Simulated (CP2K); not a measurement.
# Cu under changes of volume

One of the cells (11.456 Å³/atom); the others are scaled copies at fixed shape and fractional positions:

```
CELL_PARAMETERS angstrom
2.53076 0.00000 0.00000
-1.26538 2.19171 0.00000
0.00000 0.00000 8.26182
ATOMIC_POSITIONS crystal
Cu 0.66667 0.33333 0.75000
Cu 0.00000 0.00000 0.50000
Cu 0.33333 0.66667 0.25000
Cu 0.00000 0.00000 0.00000
```

This isn't the form of Cu at room conditions, which is fcc.

```yaml
Program: CP2K 2026.2
Functional: PBEsol
Potentials_or_basis: POTENTIAL_UZH Cu GTH-PBE-q11; TZVP-MOLOPT-PBE-GTH basis
Density_cutoff: 6123 eV
k_mesh: 12 × 12 × 4
Occupations: fermi-dirac, width 0.05 eV
Spin: no spin polarisation
```

```csv
volume (Å³/atom),energy over the lowest point (meV/atom),pressure (GPa)
10.769,27.21,12.6
10.998,12.55,8.0
11.227,?,?
11.456,0.00,0.2
11.686,2.05,-3.0
11.915,8.47,-5.9
12.144,18.78,-8.5
```

What does the run at 11.227 Å³/atom give?

Energy over the lowest point 2.89 meV/atom; pressure 3.9 GPa.

Worked out: A Birch-Murnaghan fit of order 3 (a polynomial in V^(-2/3)) to the other rows has its minimum at 11.49 Å³/atom with B0 = V·E''(V) = 174 GPa and B' = 3.6 at fixed shape and positions, which overstates the stiffness. It gives 3.55 meV/atom at 11.227 Å³/atom, against the run's 2.89, and -dE/dV = 4.2 GPa, against 3.9.

Energies are extrapolated to zero smearing.

Caveats: the potentials were made for another functional, which shifts forces and pressure; the basis of atomic orbitals isn't converged, which shifts pressures, moduli and gaps.
